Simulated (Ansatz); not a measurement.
The cell comes from COD entry 9017843, which wasn't checked; take it as a given geometry.

Os: DFT, PBE, all-electron LAPW, scalar-relativistic (Ansatz 0.2.0).

```yaml
crystal:
  lattice:
    - [2.7340999755, 0.0, 0.0]
    - [-1.3670499878, 2.3678000353, 0.0]
    - [0.0, 0.0, 4.3197]
  atoms:
    - { symbol: Os, position: [0.3333333333, 0.6666666667, 0.25] }
    - { symbol: Os, position: [0.6666666667, 0.3333333333, 0.75] }
kpoints:
  mp_grid: { grid: [17, 17, 10] }
  band_path:
    path:
      - [0.0, 0.0, 0.0]
      - [0.5, 0.0, 0.0]
      - [0.3333333333, 0.3333333333, 0.0]
      - [0.0, 0.0, 0.0]
      - [0.0, 0.0, 0.5]
      - [0.5, 0.0, 0.5]
      - [0.3333333333, 0.3333333333, 0.5]
      - [0.0, 0.0, 0.5]
      - [0.5, 0.0, 0.5]
    npoints: 8
scf:
  occupations: { method: fermi_dirac, width: 0.08 }
hamiltonian:
  xc: pbe
  pseudopotentials: { kind: all_electron, lapw: { basis_error: 0.001 } }
output:
  forces: true
  stress: true
  eigenvalues: true
  fatbands: true
  populations: true
  dos: { projected: true, de: 0.2, e_range: [-14, 8] }
```

Output:

```
Os: projections on atomic orbitals take those of the free atom 1s2 2s2 2p6 3s2 3p6 3d10 4s2 4p6 4d10 4f14 5s2 5p6 5d6 6s2, of charge +0.00 (hamiltonian.pseudopotentials.projection_atoms)
LAPW: plane waves up to 8.799 Å⁻¹, error target 1.0e-3 eV per atom; small_component_spin mean_spin; Os in spheres of 1.338 Å, 40 of its electrons in bands, Dirac shells []
Engine: ansatz 0.2.0
Pseudopotentials: kind: all_electron
Pseudopotential: Os, LAPW, valence charge 40, Koelling and Harmon's equation, gaussian nucleus
Functional definition: PBE
  parameter kappa = 0.804
  parameter beta = 0.06672455060314922
  exchange = pbe_x(kappa = kappa, mu = beta*pi^2/3)
  correlation = pbe_c(beta = beta)
Crystal: 2 atoms, lattice volume = 27.965 Å³
Basis set: ecut = 294.9520113315986 eV, 313 PW (Γ), exchange–correlation at level 2
Bands: 48, of which v1, the nominal top of the filled ones, is band 40 counted from 1 (39 counted from 0)
Symmetry: 24 space group operations
Space group: P63/mmc (ITA 194), of the structure as read, at distance tolerance 3.0e-5 Å
k-points: 198 of 2890
Non-local potential: Os, projectors of the file, none
Initial density: superposition of atomic densities (chi_scale 0.1, normalization cell)
Initial wavefunctions: plane waves of lowest kinetic energy (no species holds an atomic orbital)
Functional: x = pbe(κ = 0.804, μ = 0.2195149727645171), c = pbe(β = 0.06672455060314922)
iter 1 solved again at ethr=1.23e-4 eV; its pass at ethr=1.00e-1 eV (dr2=9.83e-2 eV) is discarded
SCF iter   1: F=—  HF=-938852.129860 eV  |F-HF|=—  |Δ(HF+E_count)|=         —  Δρ=2.87e-2  dr2=9.87e-2  ethr=1.23e-4  ⟨swp⟩=3.0  Hψ=60499  notcnv=0
preconditioner: auto → Kerker (q_TF=auto, 3.251 Å⁻¹)  [metal: Δε(μ)=0.036 eV  Ē_g=41.904 eV  σ=0.080 eV  W_gap=0.11  n_scr=22 (ndim 8)  ℏωp=52.5 eV  f_vac=0.000  D(μ)=1.16/eV (n_scr^D=8)]
SCF iter   2: F=—  HF=-938851.835534 eV  |F-HF|=—  |Δ(HF+E_count)|=   2.94e-1  Δρ=1.21e-2  dr2=2.27e-2  ethr=1.23e-4  ⟨swp⟩=2.2  Hψ=29169  notcnv=0
SCF iter   3: F=—  HF=-938851.823844 eV  |F-HF|=—  |Δ(HF+E_count)|=   1.17e-2  Δρ=8.15e-3  dr2=1.18e-2  ethr=2.84e-5  ⟨swp⟩=2.0  Hψ=27825  notcnv=0
SCF iter   4: F=—  HF=-938851.822878 eV  |F-HF|=—  |Δ(HF+E_count)|=   9.66e-4  Δρ=4.37e-3  dr2=4.15e-3  ethr=1.47e-5  ⟨swp⟩=2.0  Hψ=27825  notcnv=0
iter 5 solved again at ethr=4.47e-7 eV; its pass at ethr=5.19e-6 eV (dr2=3.57e-4 eV) is discarded
SCF iter   5: F=—  HF=-938851.823156 eV  |F-HF|=—  |Δ(HF+E_count)|=   2.78e-4  Δρ=1.17e-3  dr2=3.57e-4  ethr=4.47e-7  ⟨swp⟩=2.0  Hψ=47339  notcnv=0
SCF iter   6: F=—  HF=-938851.823180 eV  |F-HF|=—  |Δ(HF+E_count)|=   2.47e-5  Δρ=2.49e-4  dr2=1.16e-5  ethr=4.46e-7  ⟨swp⟩=2.0  Hψ=27827  notcnv=0
SCF iter   7: F=—  HF=-938851.823181 eV  |F-HF|=—  |Δ(HF+E_count)|=   6.03e-7  Δρ=5.98e-5  dr2=9.86e-7  ethr=1.45e-8  ⟨swp⟩=2.0  Hψ=27827  notcnv=0
SCF iter   8: F=-938851.823181 eV  HF=-938851.823181 eV  |F-HF|=1.94e-8  |Δ(HF+E_count)|=   1.17e-7  Δρ=1.62e-5  dr2=7.14e-8  ethr=1.23e-9  ⟨swp⟩=2.0  Hψ=27827  notcnv=0
SCF 1 converged in 8 iterations: F = -938851.823181 eV  dr2 = 7.14e-8
NSCF: frozen V_eff on 65 k-points
SCF converged after 8 iterations
Free energy (F): -938851.823181 eV
Harris-Foulkes:  -938851.823181 eV  (|F-HF|=1.94e-8)
Internal energy: -938851.796393 eV  (E = F + TS)
E sigma→0 (E₀):  -938851.809787 eV
Entropy (-TS):   -0.026788 eV (-13.394 meV/atom)
Fermi energy:    32.785483 eV
--- Per-component energies (eV) ---
  E_band       = -5012.418626
  E_kinetic    = 1058629.658775
  E_xc         = -18518.858442
  E_electrostatic = -1978962.596727  (all electrons and nuclei)
  E_smearing   = -0.026788  (= −TS)
  E_closure    = 0.000000  (closes the sum)
  E_atoms      = -938829.822605  (free atoms, spherical and without spin; not in F)
  Σ components = -938851.823181   (vs F -938851.823181, Δ=0.00e0)
  Basis errors (estimates in eV, not in F): energy 2.2e-4 per atom: plane waves 2.0e-4 (1.0e-4 summed), levels above the bands 1.1e-73, relativity 7.8e-8, radial functions 1.8e-5, core shells 1.2e-6; eigenvalues (radial functions only) 1.3e-6; not estimated: angular momenta, meshes, grids; target (lapw.basis_error) 1.0e-3; muffin-tin radii Os 1.338 Å
--- Forces (eV/Å), atoms counted from 1 ---
  atom   1  Os    -0.00000000    -0.00000000    -0.00000000
  atom   2  Os     0.00000000     0.00000000     0.00000000
  max |Σ_I F_I| component: 3.70e-17 eV/Å
--- Stress (GPa, compression-positive) ---
        8.812712      -0.000000      -0.000000
        0.000000       8.812712      -0.000000
       -0.000000      -0.000000       8.655396
  P = ⅓ Tr σ = 8.7603 GPa (87.603 kbar)
--- Band table (eV; the first three rows and the last of 198) ---
  k-point 0: bands = ["-234.8070", "-234.8070", "-234.7947", "-234.7947", "-234.7947", "-234.7947", "-234.7937", "-234.7937", "-234.7936", "-234.7936", "-53.8694", "-53.7528", "-14.3726", "-14.3633", "-14.3633", "-14.3615", "-14.3604", "-14.3604", "-14.3517", "-14.3517", "-14.3503", "-14.3503", "-14.3499", "-14.3499", "-14.3437", "-14.3426", "-13.8806", "-12.9442", "-12.9442", "-12.7676", "-12.7676", "-12.7091", "21.7998", "24.9399", "29.6847", "29.6847", "29.9454", "30.5289", "30.5289", "31.1862", "31.1862", "32.7634", "34.4440", "34.4440", "41.7811", "46.0400", "48.4668", "49.7297"]
  k-point 1: bands = ["-234.8070", "-234.8070", "-234.7947", "-234.7947", "-234.7947", "-234.7947", "-234.7937", "-234.7937", "-234.7936", "-234.7936", "-53.8665", "-53.7556", "-14.3724", "-14.3635", "-14.3635", "-14.3616", "-14.3614", "-14.3596", "-14.3526", "-14.3526", "-14.3511", "-14.3511", "-14.3479", "-14.3479", "-14.3437", "-14.3426", "-13.8535", "-12.9399", "-12.9399", "-12.7719", "-12.7719", "-12.7395", "21.9256", "24.9574", "29.6042", "29.6042", "29.8716", "30.4457", "30.4457", "31.3791", "31.3791", "32.3488", "34.4624", "34.4624", "42.3547", "45.7580", "49.0558", "49.2956"]
  k-point 2: bands = ["-234.8070", "-234.8070", "-234.7947", "-234.7947", "-234.7947", "-234.7947", "-234.7937", "-234.7937", "-234.7936", "-234.7936", "-53.8583", "-53.7640", "-14.3718", "-14.3638", "-14.3638", "-14.3631", "-14.3611", "-14.3592", "-14.3553", "-14.3553", "-14.3497", "-14.3497", "-14.3463", "-14.3463", "-14.3436", "-14.3427", "-13.7744", "-12.9275", "-12.9275", "-12.8273", "-12.7846", "-12.7846", "22.2914", "24.9873", "29.4622", "29.4622", "29.6715", "30.2306", "30.2306", "31.3829", "31.8482", "31.8482", "34.4717", "34.4717", "43.8126", "45.3633", "48.3590", "50.2929"]
  k-point 197: bands = ["-234.8070", "-234.8070", "-234.7947", "-234.7947", "-234.7947", "-234.7947", "-234.7937", "-234.7937", "-234.7937", "-234.7937", "-53.7461", "-53.7461", "-14.3632", "-14.3632", "-14.3626", "-14.3626", "-14.3615", "-14.3615", "-14.3593", "-14.3593", "-14.3499", "-14.3499", "-14.3482", "-14.3482", "-14.3475", "-14.3475", "-13.6491", "-13.6491", "-13.3654", "-13.3654", "-12.9177", "-12.9177", "26.7978", "26.7978", "27.8565", "27.8565", "29.2938", "29.2938", "31.3995", "31.3995", "34.4290", "34.4290", "40.7629", "40.7629", "42.1839", "42.1839", "44.3809", "44.3809"]
--- Löwdin populations: 2 sites ---
  site symbol       q [e]
     0     Os     75.8165
     1     Os     75.8165
  spilling = 0.002414 (of n_electrons = 152.000000)
```

populations.tsv:

```
# site	symbol	l	j	q
# orbitals = lowdin
# n_electrons = 152.000000
# spilling = 0.002414
# projection_atom_Os: 1s2 2s2 2p6 3s2 3p6 3d10 4s2 4p6 4d10 4f14 5s2 5p6 5d6 6s2
0	Os	0_1S	-	2.000000
0	Os	0_2S	-	1.999987
0	Os	0_3S	-	1.999838
0	Os	0_4S	-	1.998364
0	Os	0_5S	-	1.975178
0	Os	0_6S	-	0.956784
0	Os	1_2P	-	6.000000
0	Os	1_3P	-	5.999999
0	Os	1_4P	-	5.999966
0	Os	1_5P	-	5.996119
0	Os	2_3D	-	10.000000
0	Os	2_4D	-	9.999969
0	Os	2_5D	-	6.890423
0	Os	3_4F	-	13.999914
1	Os	0_1S	-	2.000000
1	Os	0_2S	-	1.999987
1	Os	0_3S	-	1.999838
1	Os	0_4S	-	1.998364
1	Os	0_5S	-	1.975178
1	Os	0_6S	-	0.956784
1	Os	1_2P	-	6.000000
1	Os	1_3P	-	5.999999
1	Os	1_4P	-	5.999966
1	Os	1_5P	-	5.996119
1	Os	2_3D	-	10.000000
1	Os	2_4D	-	9.999969
1	Os	2_5D	-	6.890423
1	Os	3_4F	-	13.999914
```
